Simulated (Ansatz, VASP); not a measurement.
## Ta: VASP beside Ansatz

INCAR

```
SYSTEM = Ta
  ALGO = Normal
  EDIFF = 1E-7
  EDIFFG = -0.04
  ENCUT = 600
  GGA = PS
  IBRION = 2
  ISIF = 3
  ISMEAR = 0
  LASPH = .TRUE.
  LCHARG = .FALSE.
  LREAL = .FALSE.
  LWAVE = .FALSE.
  NELM = 100
  NSW = 90
  PREC = Accurate
  SIGMA = 0.1
```

Contents of KPOINTS:

```
k-points
0
G
  6 6 2
  0 0 0
```

The input POSCAR:

```
Ta
1.0
    3.2332056251      0.0000000000      0.0000000000
   -1.6166028125      2.8000382069      0.0000000000
    0.0000000000      0.0000000000      8.8058852390
Ta
4
Direct
    0.0000000000      0.0000000000      0.2500000000
    0.0000000000      0.0000000000      0.7500000000
    0.3333333333      0.6666666667      0.7500000000
    0.6666666667      0.3333333333      0.2500000000
```

Input for Ansatz:

```yaml
crystal:
  lattice:
    - [3.2332056251, 0.0, 0.0]
    - [-1.6166028125, 2.8000382069, 0.0]
    - [0.0, 0.0, 8.805885239]
  atoms:
    - { symbol: Ta, position: [0.0, 0.0, 0.25] }
    - { symbol: Ta, position: [0.0, 0.0, 0.75] }
    - { symbol: Ta, position: [0.3333333333, 0.6666666667, 0.75] }
    - { symbol: Ta, position: [0.6666666667, 0.3333333333, 0.25] }
basis:
  ecutwfc: 420
kpoints:
  mp_grid: { grid: [6, 6, 2] }
hamiltonian:
  xc: pbesol
scf:
  occupations: { method: gaussian, width: 0.1 }
  lower_state_search: "off"
output:
  forces: true
  stress: true
  eigenvalues: true
relax:
  adjacent_minimum: "off"
  f_tol: 0.04
  max_steps: 70
  cell: { stress_tol: 0.4 }
```

Alike in both runs: task relaxation of cell and atoms; functional PBEsol; k mesh 6 × 6 × 2; occupations gaussian, width 0.1 eV; no spin polarisation.

```csv
,VASP,Ansatz
version,VASP 6.6.1,Ansatz 0.2.0
potentials or method,"VASP PAW PBE potentials, release 64 (Ta_pv)","scalar-relativistic, plane waves, PAW"
plane-wave cutoff (eV),600,420
valence electrons in the cell,44,52
```

|  | VASP | Ansatz | Ansatz less VASP |
| --- | --- | --- | --- |
| gap on the k mesh at the Fermi level, each at its own relaxed structure (eV) | none | none | - |
| relaxed volume (Å³/atom) | 21.43 | 21.39 | -0.037 |
| relaxed cell length with the largest relative difference (Å) | 4.741 | 4.717 | -0.0236 |
| energy change over the relaxation (meV/atom) | -9842 | -9852 | -9.9 |

A gap of «none» marks a metal or a gap that the smearing closes. The two sets of potentials don't hold the same shells in valence.

Caveats: the k mesh is coarse (spacing up to 0.37 Å⁻¹), so the values aren't converged; the PAW data sets were made with another functional, which shifts forces and pressure a little (VASP). Spin-orbit coupling is left out, which matters for the levels of Ta.
